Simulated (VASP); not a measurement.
Here is a VASP 6.6.1 calculation.

Contents of INCAR:

```
  PREC = Accurate
  ENCUT = 600
  EDIFF = 1E-7
  ISMEAR = 0
  SIGMA = 0.03
  LREAL = False
  LASPH = True
  NELM = 80
  ALGO = Fast
  ISIF = 2
  LWAVE = False
  LCHARG = False
  GGA = PE
  IBRION = 2
  NSW = 40
  EDIFFG = -0.01
```

Contents of KPOINTS:

```
Automatic mesh
0
Gamma
  10 10 10
```

File POSCAR:

```
GaSb                                    
1.0
    0.0000000000      3.0449744968      3.0449744968
    3.0449744968      0.0000000000      3.0449744968
    3.0449744968      3.0449744968      0.0000000000
  Ga              Sb            
     1     1
Direct
     0.0000000000000000    0.0000000000000000    0.0000000000000000
     0.2500000000000000    0.2500000000000000    0.2500000000000000
```

Potentials or basis: VASP PAW PBE potentials, release 64 (Ga_d, Sb).

The run is started by

```bash
$ cat potpaw_PBE.64/Ga_d/POTCAR potpaw_PBE.64/Sb/POTCAR > POTCAR
$ mpirun -np 1 vasp_std > vasp.out
```

Question: Predict the band gap on the k mesh.

Answer: 0.13 eV, direct.

Final structure:
```
CELL_PARAMETERS angstrom
0.00000 3.04497 3.04497
3.04497 0.00000 3.04497
3.04497 3.04497 0.00000
ATOMIC_POSITIONS crystal
Ga 0.00000 0.00000 0.00000
Sb 0.25000 0.25000 0.25000
```

Caveat: the relaxation stopped at its first step, so nothing moved; spin-orbit coupling is left out, which moves the levels of the heavy elements. A k mesh can miss the band edges.
